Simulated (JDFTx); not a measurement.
**CsBr under changes of volume**

One of the cells (40.468 Å³/atom); the others are scaled copies at fixed shape and fractional positions:

```
Cs Br
1.0
     4.32562    0.00000    0.00000
     0.00000    4.32562    0.00000
     0.00000    0.00000    4.32562
Cs Br
1 1
Cartesian
  0.0000 0.0000 0.0000
  2.1628 2.1628 2.1628
```

The cell comes from a database or a generator and needn't be the stable form of this composition.

```yaml
Program: JDFTx 1.7.0 (patched build)
Functional: PBE
Potentials_or_basis: PseudoDojo-SR-PBE-0.5-standard
Cutoff: 680 eV
Density_cutoff: 5442 eV
k_mesh: 6 × 6 × 6
Occupations: fermi-dirac, width 0.05 eV
Spin: no spin polarisation
```

| volume (Å³/atom) | energy over the lowest point (meV/atom) | pressure (GPa) | gap on the mesh (eV) |
| --- | --- | --- | --- |
| 38.040 | 19.60 | 1.7 | 4.66 |
| 38.850 | 12.22 | 1.3 | 4.58 |
| 39.659 | 6.77 | 0.9 | 4.50 |
| 40.468 | ? | ? | ? |
| 41.278 | 0.84 | 0.3 | 4.34 |
| 42.087 | 0.00 | 0.0 | 4.27 |
| 42.896 | 0.37 | -0.2 | 4.20 |

Q: What does the run at 40.468 Å³/atom give?

A: Energy over the lowest point 3.04 meV/atom; pressure 0.6 GPa; gap on the mesh 4.42 eV.

Worked out: A Birch-Murnaghan fit of order 3 (a polynomial in V^(-2/3)) to the other rows has its minimum at 42.23 Å³/atom with B0 = V·E''(V) = 12.3 GPa and B' = 5.0. It gives 3.04 meV/atom at 40.468 Å³/atom, against the run's 3.04, and -dE/dV = 0.6 GPa, against 0.6. A straight line through the other rows of the gap, of slope -3.85 eV per unit of ln V, gives 4.42 eV, against the run's 4.42.

Energies are extrapolated to zero smearing.

Caveats: spin-orbit coupling is left out, which moves the levels of the heavy elements.
